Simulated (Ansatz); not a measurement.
# HfN (rocksalt): from the first guess to the electronic structure, part 1 of 2

What volume does HfN (rocksalt) take, and is it a metal or an insulator at this level? The pressure is brought towards zero step by step, and the electronic structure follows.

Method: DFT r²SCAN, scalar-relativistic, plane waves, PAW (the target; the first runs use scalar-relativistic PBE), in Ansatz 0.2.0.

1 further run of the same task is left out (for a known fault of the program).

## 1. The starting structure

Symmetry: Fm-3m, No. 225, cubic system. Conventional cell: a = 4.533 Å, b = 4.533 Å, c = 4.533 Å, α = 90.00°, β = 90.00°, γ = 90.00°. Hf (site symmetry m-3m) is surrounded by 6 N at 2.27 Å. Around N (site symmetry m-3m) lie 6 Hf at 2.27 Å.

As a file:

```cif
data_structure
_symmetry_space_group_name_H-M 'P 1'
_symmetry_Int_Tables_number 1
_cell_length_a 3.2053
_cell_length_b 3.2053
_cell_length_c 3.2053
_cell_angle_alpha 60.000
_cell_angle_beta 60.000
_cell_angle_gamma 60.000
_cell_volume 23.29
loop_
_atom_site_label
_atom_site_type_symbol
_atom_site_fract_x
_atom_site_fract_y
_atom_site_fract_z
_atom_site_occupancy
Hf1 Hf 0.50000 0.50000 0.50000 1
N1 N 0.00000 0.00000 0.00000 1
```

## 2. The first run (PBE, 8×8×8 mesh)

The input, input.yaml:

```yaml
crystal:
  lattice:
    - [0.0, 2.2665065634, 2.2665065634]
    - [2.2665065634, 0.0, 2.2665065634]
    - [2.2665065634, 2.2665065634, 0.0]
  atoms:
    - { symbol: Hf, position: [0.5, 0.5, 0.5] }
    - { symbol: "N", position: [0.0, 0.0, 0.0] }
basis:
  ecutwfc: 420
  ecutrho_ratio: 4
kpoints:
  mp_grid: { grid: [8, 8, 8] }
hamiltonian:
  xc: pbe
scf:
  occupations: { method: gaussian, width: 0.05 }
output:
  forces: true
  stress: true
  eigenvalues: true
```

Started as:

```sh
> ansatz run input.yaml --threads 4 --pin off --max-ram 7168MiB --backend cpu --events-out ev --progress --plain --runs-dir out
```

What it wrote (excerpt; [...] marks lines left out):

```text
Warning: RAYON_NUM_THREADS=4 ignored (pool sized by the plan → 4); use --threads N
[...]
Pseudopotentials: kind: paw
Pseudopotential: Hf, paw, valence charge 26, recommended cutoff 420 eV (normal), Hf.paw.azcp
Pseudopotential: N, paw, valence charge 5, recommended cutoff 420 eV (normal), N.paw.azcp
Functional definition: PBE
[...]
Crystal: 2 atoms, lattice volume = 23.286 Å³
Basis set: ecut = 420 eV, 459 PW (Γ), exchange–correlation on 48×48×48 points (8 copies of the dense FFT grid, shifted against one another)
Bands: 20, of which v1, the nominal top of the filled ones, is band 16 counted from 1 (15 counted from 0)
Symmetry: 48 space group operations
Space group: Fm-3m (ITA 225), of the structure as read, at distance tolerance 2.9e-5 Å
k-points: 29 of 512
[...]
SCF iter   1: F=—  HF=-16108.674444 eV  |F-HF|=—  |Δ(HF+E_count)|=         —  Δρ=6.54e-3  dr2=1.22e-2  ethr=1.77e-3  ⟨swp⟩=5.2  Hψ=2450  notcnv=0
[...]
SCF iter   6: F=-16108.671153 eV  HF=-16108.671153 eV  |F-HF|=5.53e-9  |Δ(HF+E_count)|=   2.52e-9  Δρ=3.97e-6  dr2=2.35e-9  ethr=2.37e-10  ⟨swp⟩=6.2  Hψ=2522  notcnv=0
[...]
SCF converged after 6 iterations
Free energy (F): -16108.671153 eV
[...]
E sigma→0 (E₀):  -16108.670440 eV
Entropy (-TS):   -0.001426 eV (-0.713 meV/atom)
Fermi energy:    23.653953 eV
[...]
--- Forces (eV/Å), atoms counted from 1 ---
  atom   1  Hf     0.00000000    -0.00000000     0.00000000
  atom   2  N     -0.00000000     0.00000000    -0.00000000
[...]
--- Stress (GPa, compression-positive) ---
        2.875535      -0.000000       0.000000
        0.000000       2.875535       0.000000
        0.000000       0.000000       2.875535
  P = ⅓ Tr σ = 2.8755 GPa (28.755 kbar)
--- Band table (eV; the first three rows and the last of 29) ---
  k-point 0: bands = ["-39.1313", "-7.5390", "-7.5390", "-7.5390", "6.1911", "10.9296", "10.9296", "10.9296", "10.9597", "11.0565", "11.0565", "11.0565", "20.7260", "20.7260", "20.7260", "23.2880", "23.2880", "23.2880", "25.3203", "25.5781"]
[...]
```

Run time: 1.3 s. Hardware: 4 threads of AMD EPYC 7R43 (Zen 3), shared host; peak memory 0.35 GiB.

Result: volume 11.643 Å³/atom, pressure 2.88 GPa, a metal on this mesh.

## 3. Next volume: 11.866 Å³/atom (PBE, 8×8×8 mesh)

Changes to input.yaml since step 2:

```diff
@@ -2,5 +2,5 @@
   lattice:
-    - [0.0, 2.2665065634, 2.2665065634]
-    - [2.2665065634, 0.0, 2.2665065634]
-    - [2.2665065634, 2.2665065634, 0.0]
+    - [0.0, 2.2808981402, 2.2808981402]
+    - [2.2808981402, 0.0, 2.2808981402]
+    - [2.2808981402, 2.2808981402, 0.0]
   atoms:
```

Started as:

```sh
> ansatz run input.yaml --threads 4 --pin off --max-ram 7168MiB --backend cpu --events-out ev --progress --plain --runs-dir out
```

What it wrote (excerpt; [...] marks lines left out):

```text
Warning: RAYON_NUM_THREADS=4 ignored (pool sized by the plan → 4); use --threads N
[...]
[... 4 set-up lines as earlier in the session ...]
[...]
Crystal: 2 atoms, lattice volume = 23.733 Å³
Basis set: ecut = 420 eV, 459 PW (Γ), exchange–correlation on 48×48×48 points (8 copies of the dense FFT grid, shifted against one another)
Bands: 20, of which v1, the nominal top of the filled ones, is band 16 counted from 1 (15 counted from 0)
[... 2 set-up lines as earlier in the session ...]
k-points: 29 of 512
[...]
SCF iter   1: F=—  HF=-16108.675455 eV  |F-HF|=—  |Δ(HF+E_count)|=         —  Δρ=6.65e-3  dr2=1.31e-2  ethr=1.77e-3  ⟨swp⟩=5.1  Hψ=2513  notcnv=0
[...]
SCF iter   6: F=-16108.671989 eV  HF=-16108.671989 eV  |F-HF|=1.32e-8  |Δ(HF+E_count)|=   3.70e-9  Δρ=5.25e-6  dr2=4.85e-9  ethr=3.23e-10  ⟨swp⟩=6.5  Hψ=2640  notcnv=0
[...]
SCF converged after 6 iterations
Free energy (F): -16108.671989 eV
[...]
E sigma→0 (E₀):  -16108.671282 eV
Entropy (-TS):   -0.001414 eV (-0.707 meV/atom)
Fermi energy:    23.195392 eV
[...]
--- Forces (eV/Å), atoms counted from 1 ---
  atom   1  Hf     0.00000000    -0.00000000    -0.00000000
  atom   2  N     -0.00000000     0.00000000     0.00000000
[...]
--- Stress (GPa, compression-positive) ---
       -2.145321       0.000000       0.000000
        0.000000      -2.145321      -0.000000
       -0.000000      -0.000000      -2.145321
  P = ⅓ Tr σ = -2.1453 GPa (-21.453 kbar)
--- Band table (eV; the first three rows and the last of 29) ---
  k-point 0: bands = ["-39.6446", "-8.0598", "-8.0598", "-8.0598", "5.8483", "10.4123", "10.4123", "10.4123", "10.4393", "10.5301", "10.5301", "10.5301", "20.2876", "20.2876", "20.2876", "22.8441", "22.8441", "22.8441", "24.6899", "25.0794"]
[...]
```

It took 0.68 s on 4 threads of AMD EPYC 7R43 (Zen 3), shared host; peak memory 0.34 GiB.

In short: volume 11.866 Å³/atom, pressure -2.15 GPa, no gap.

## 4. Stepping to 11.768 Å³/atom (PBE, 8×8×8 mesh)

Changes to input.yaml since step 3:

```diff
@@ -2,5 +2,5 @@
   lattice:
-    - [0.0, 2.2808981402, 2.2808981402]
-    - [2.2808981402, 0.0, 2.2808981402]
-    - [2.2808981402, 2.2808981402, 0.0]
+    - [0.0, 2.2745866194, 2.2745866194]
+    - [2.2745866194, 0.0, 2.2745866194]
+    - [2.2745866194, 2.2745866194, 0.0]
   atoms:
```

Started as:

```sh
> ansatz run input.yaml --threads 4 --pin off --max-ram 7168MiB --backend cpu --events-out ev --progress --plain --runs-dir out
```

What it wrote (excerpt; [...] marks lines left out):

```text
Warning: RAYON_NUM_THREADS=4 ignored (pool sized by the plan → 4); use --threads N
[...]
[... 4 set-up lines as earlier in the session ...]
[...]
Crystal: 2 atoms, lattice volume = 23.536 Å³
Basis set: ecut = 420 eV, 459 PW (Γ), exchange–correlation on 48×48×48 points (8 copies of the dense FFT grid, shifted against one another)
Bands: 20, of which v1, the nominal top of the filled ones, is band 16 counted from 1 (15 counted from 0)
[... 2 set-up lines as earlier in the session ...]
k-points: 29 of 512
[...]
SCF iter   1: F=—  HF=-16108.676620 eV  |F-HF|=—  |Δ(HF+E_count)|=         —  Δρ=6.62e-3  dr2=1.28e-2  ethr=1.77e-3  ⟨swp⟩=5.1  Hψ=2484  notcnv=0
[...]
SCF iter   6: F=-16108.673238 eV  HF=-16108.673238 eV  |F-HF|=1.22e-8  |Δ(HF+E_count)|=   3.94e-9  Δρ=4.82e-6  dr2=4.00e-9  ethr=3.23e-10  ⟨swp⟩=6.6  Hψ=2627  notcnv=0
[...]
SCF converged after 6 iterations
Free energy (F): -16108.673238 eV
[...]
E sigma→0 (E₀):  -16108.672528 eV
Entropy (-TS):   -0.001420 eV (-0.710 meV/atom)
Fermi energy:    23.395323 eV
[...]
--- Forces (eV/Å), atoms counted from 1 ---
  atom   1  Hf     0.00000000     0.00000000    -0.00000000
  atom   2  N     -0.00000000    -0.00000000    -0.00000000
[...]
--- Stress (GPa, compression-positive) ---
        0.006457       0.000000      -0.000000
        0.000000       0.006457      -0.000000
       -0.000000      -0.000000       0.006457
  P = ⅓ Tr σ = 0.0065 GPa (0.065 kbar)
--- Band table (eV; the first three rows and the last of 29) ---
  k-point 0: bands = ["-39.4206", "-7.8327", "-7.8327", "-7.8327", "5.9975", "10.6381", "10.6381", "10.6381", "10.6665", "10.7599", "10.7599", "10.7599", "20.4785", "20.4785", "20.4785", "23.0377", "23.0377", "23.0377", "24.9645", "25.2968"]
[...]
```

Run time: 1.8 s. Hardware: 4 threads of AMD EPYC 7R43 (Zen 3), shared host; peak memory 0.36 GiB.

This gives: volume 11.768 Å³/atom, pressure 0.01 GPa, metallic.

## 5. First run at r²SCAN

Changes to input.yaml since step 4:

```diff
@@ -9,8 +9,8 @@
 basis:
-  ecutwfc: 420
+  ecutwfc: 500
   ecutrho_ratio: 4
 kpoints:
-  mp_grid: { grid: [8, 8, 8] }
+  mp_grid: { grid: [12, 12, 12] }
 hamiltonian:
-  xc: pbe
+  xc: r2scan
 scf:
```

Started as:

```sh
> ansatz run input.yaml --threads 4 --pin off --max-ram 7168MiB --backend cpu --events-out ev --progress --plain --runs-dir out
```

What it wrote (excerpt; [...] marks lines left out):

```text
Warning: RAYON_NUM_THREADS=4 ignored (pool sized by the plan → 4); use --threads N
[...]
[... 1 set-up line as earlier in the session ...]
Pseudopotential: Hf, paw, valence charge 26, recommended cutoff 500 eV (meta_gga), Hf.paw.azcp
Pseudopotential: N, paw, valence charge 5, recommended cutoff 500 eV (meta_gga), N.paw.azcp
Functional definition: r2SCAN
[...]
Crystal: 2 atoms, lattice volume = 23.536 Å³
Basis set: ecut = 500 eV, 609 PW (Γ), exchange–correlation on 96×96×96 points (64 copies of the dense FFT grid, shifted against one another)
Bands: 20, of which v1, the nominal top of the filled ones, is band 16 counted from 1 (15 counted from 0)
[... 2 set-up lines as earlier in the session ...]
k-points: 72 of 1728
[...]
SCF iter   1: F=—  HF=-16121.587017 eV  |F-HF|=—  |Δ(HF+E_count)|=         —  Δρ=1.12e-2  dr2=2.64e-2  dr2_τ=1.34e-1  ethr=1.77e-3  ⟨swp⟩=4.8  Hψ=5732  notcnv=0
[...]
SCF iter   8: F=-16121.636517 eV  HF=-16121.636517 eV  |F-HF|=3.49e-9  |Δ(HF+E_count)|=  4.73e-10  Δρ=5.57e-6  dr2=7.89e-9  dr2_τ=1.22e-10  ethr=3.23e-10  ⟨swp⟩=4.0  Hψ=4637  notcnv=0
[...]
SCF converged after 8 iterations
Free energy (F): -16121.636517 eV
[...]
E sigma→0 (E₀):  -16121.636450 eV
Entropy (-TS):   -0.000135 eV (-0.068 meV/atom)
Fermi energy:    23.562222 eV
[...]
--- Forces (eV/Å), atoms counted from 1 ---
  atom   1  Hf     0.00000000    -0.00000000     0.00000000
  atom   2  N     -0.00000000     0.00000000     0.00000000
[...]
--- Stress (GPa, compression-positive) ---
       -4.392097       0.000000       0.000000
        0.000000      -4.392097      -0.000000
        0.000000      -0.000000      -4.392097
  P = ⅓ Tr σ = -4.3921 GPa (-43.921 kbar)
--- Band table (eV; the first three rows and the last of 72) ---
  k-point 0: bands = ["-41.2605", "-9.0105", "-9.0105", "-9.0105", "4.9503", "10.3223", "10.3223", "10.3223", "10.3567", "10.4521", "10.4521", "10.4521", "20.2249", "20.2249", "20.2249", "23.1952", "23.1952", "23.1952", "25.3697", "25.5178"]
[...]
```

Wall time 1.9 s (4 threads of AMD EPYC 7R43 (Zen 3), shared host); peak memory 0.45 GiB.

This gives: volume 11.768 Å³/atom, pressure -4.39 GPa, a metal on this mesh.

## 6. Volume 11.424 Å³/atom

Changes to input.yaml since step 5:

```diff
@@ -2,5 +2,5 @@
   lattice:
-    - [0.0, 2.2745866194, 2.2745866194]
-    - [2.2745866194, 0.0, 2.2745866194]
-    - [2.2745866194, 2.2745866194, 0.0]
+    - [0.0, 2.2521658896, 2.2521658896]
+    - [2.2521658896, 0.0, 2.2521658896]
+    - [2.2521658896, 2.2521658896, 0.0]
   atoms:
```

Started as:

```sh
> ansatz run input.yaml --threads 4 --pin off --max-ram 7168MiB --backend cpu --events-out ev --progress --plain --runs-dir out
```

What it wrote (excerpt; [...] marks lines left out):

```text
Warning: RAYON_NUM_THREADS=4 ignored (pool sized by the plan → 4); use --threads N
[...]
[... 4 set-up lines as earlier in the session ...]
[...]
Crystal: 2 atoms, lattice volume = 22.847 Å³
Basis set: ecut = 500 eV, 561 PW (Γ), exchange–correlation on 96×96×96 points (64 copies of the dense FFT grid, shifted against one another)
Bands: 20, of which v1, the nominal top of the filled ones, is band 16 counted from 1 (15 counted from 0)
[... 1 set-up line as earlier in the session ...]
Space group: Fm-3m (ITA 225), of the structure as read, at distance tolerance 2.8e-5 Å
k-points: 72 of 1728
[...]
SCF iter   1: F=—  HF=-16121.582077 eV  |F-HF|=—  |Δ(HF+E_count)|=         —  Δρ=1.11e-2  dr2=2.38e-2  dr2_τ=1.40e-1  ethr=1.77e-3  ⟨swp⟩=4.8  Hψ=5783  notcnv=0
[...]
SCF iter   7: F=-16121.637923 eV  HF=-16121.637923 eV  |F-HF|=6.27e-9  |Δ(HF+E_count)|=   4.40e-7  Δρ=8.88e-6  dr2=1.24e-8  dr2_τ=1.22e-9  ethr=3.23e-10  ⟨swp⟩=6.5  Hψ=6497  notcnv=0
[...]
SCF converged after 7 iterations
Free energy (F): -16121.637923 eV
[...]
E sigma→0 (E₀):  -16121.637870 eV
Entropy (-TS):   -0.000106 eV (-0.053 meV/atom)
Fermi energy:    24.279740 eV
[...]
--- Forces (eV/Å), atoms counted from 1 ---
  atom   1  Hf     0.00000000    -0.00000000     0.00000000
  atom   2  N     -0.00000000     0.00000000     0.00000000
[...]
--- Stress (GPa, compression-positive) ---
        3.953927      -0.000000       0.000000
       -0.000000       3.953927      -0.000000
        0.000000      -0.000000       3.953927
  P = ⅓ Tr σ = 3.9539 GPa (39.539 kbar)
--- Band table (eV; the first three rows and the last of 72) ---
  k-point 0: bands = ["-40.4482", "-8.1849", "-8.1849", "-8.1849", "5.4909", "11.1403", "11.1403", "11.1403", "11.1810", "11.2862", "11.2862", "11.2862", "20.9173", "20.9173", "20.9173", "23.8968", "23.8968", "23.8968", "26.3062", "26.3062"]
[...]
```

It took 3.1 s on 4 threads of AMD EPYC 7R43 (Zen 3), shared host; peak memory 0.44 GiB.

Read off: volume 11.424 Å³/atom, pressure 3.95 GPa, metallic.

## 7. Volume 11.580 Å³/atom

Changes to input.yaml since step 6:

```diff
@@ -2,5 +2,5 @@
   lattice:
-    - [0.0, 2.2521658896, 2.2521658896]
-    - [2.2521658896, 0.0, 2.2521658896]
-    - [2.2521658896, 2.2521658896, 0.0]
+    - [0.0, 2.2623875418, 2.2623875418]
+    - [2.2623875418, 0.0, 2.2623875418]
+    - [2.2623875418, 2.2623875418, 0.0]
   atoms:
```

Started as:

```sh
> ansatz run input.yaml --threads 4 --pin off --max-ram 7168MiB --backend cpu --events-out ev --progress --plain --runs-dir out
```

What it wrote (excerpt; [...] marks lines left out):

```text
Warning: RAYON_NUM_THREADS=4 ignored (pool sized by the plan → 4); use --threads N
[...]
[... 4 set-up lines as earlier in the session ...]
[...]
Crystal: 2 atoms, lattice volume = 23.160 Å³
Basis set: ecut = 500 eV, 609 PW (Γ), exchange–correlation on 96×96×96 points (64 copies of the dense FFT grid, shifted against one another)
Bands: 20, of which v1, the nominal top of the filled ones, is band 16 counted from 1 (15 counted from 0)
[... 2 set-up lines as earlier in the session ...]
k-points: 72 of 1728
[...]
SCF iter   1: F=—  HF=-16121.588847 eV  |F-HF|=—  |Δ(HF+E_count)|=         —  Δρ=1.12e-2  dr2=2.51e-2  dr2_τ=1.37e-1  ethr=1.77e-3  ⟨swp⟩=4.8  Hψ=5762  notcnv=0
[...]
SCF iter   7: F=-16121.641741 eV  HF=-16121.641741 eV  |F-HF|=3.82e-8  |Δ(HF+E_count)|=   4.60e-7  Δρ=1.82e-5  dr2=8.19e-8  dr2_τ=6.41e-9  ethr=3.23e-10  ⟨swp⟩=6.9  Hψ=6576  notcnv=0
[...]
SCF converged after 7 iterations
Free energy (F): -16121.641741 eV
[...]
E sigma→0 (E₀):  -16121.641681 eV
Entropy (-TS):   -0.000119 eV (-0.060 meV/atom)
Fermi energy:    23.949753 eV
[...]
--- Forces (eV/Å), atoms counted from 1 ---
  atom   1  Hf     0.00000000    -0.00000000     0.00000000
  atom   2  N     -0.00000000     0.00000000     0.00000000
[...]
--- Stress (GPa, compression-positive) ---
        0.008488      -0.000000       0.000000
       -0.000000       0.008488       0.000000
       -0.000000       0.000000       0.008488
  P = ⅓ Tr σ = 0.0085 GPa (0.085 kbar)
--- Band table (eV; the first three rows and the last of 72) ---
  k-point 0: bands = ["-40.8213", "-8.5645", "-8.5645", "-8.5645", "5.2414", "10.7644", "10.7644", "10.7644", "10.8021", "10.9027", "10.9027", "10.9027", "20.5981", "20.5981", "20.5981", "23.5742", "23.5742", "23.5742", "25.9132", "25.9436"]
[...]
```

It took 2.7 s on 4 threads of AMD EPYC 7R43 (Zen 3), shared host; peak memory 0.45 GiB.

Read off: volume 11.580 Å³/atom, pressure 0.01 GPa, no gap.

## 8. Pressure against volume so far

```
step   level      mesh  relaxed  volume (Å³/atom)  pressure (GPa)
   2     PBE     8×8×8  nothing            11.643            2.88
   3     PBE     8×8×8  nothing            11.866           -2.15
   4     PBE     8×8×8  nothing            11.768            0.01
   5  r²SCAN  12×12×12  nothing            11.768           -4.39
   6  r²SCAN  12×12×12  nothing            11.424            3.95
   7  r²SCAN  12×12×12  nothing            11.580            0.01
```

The cell before and after:

| cell as typed | before | after | change |
| --- | --- | --- | --- |
| a (Å) | 3.205 | 3.199 | -0.2 % |
| b (Å) | 3.205 | 3.199 | -0.2 % |
| c (Å) | 3.205 | 3.199 | -0.2 % |
| volume (Å³/atom) | 11.643 | 11.580 | -0.5 % |
| shortest distance (Å) | 2.267 | 2.262 | -0.2 % |
| space group | Fm-3m | Fm-3m | same |

(Continued in part 2 of 2.)
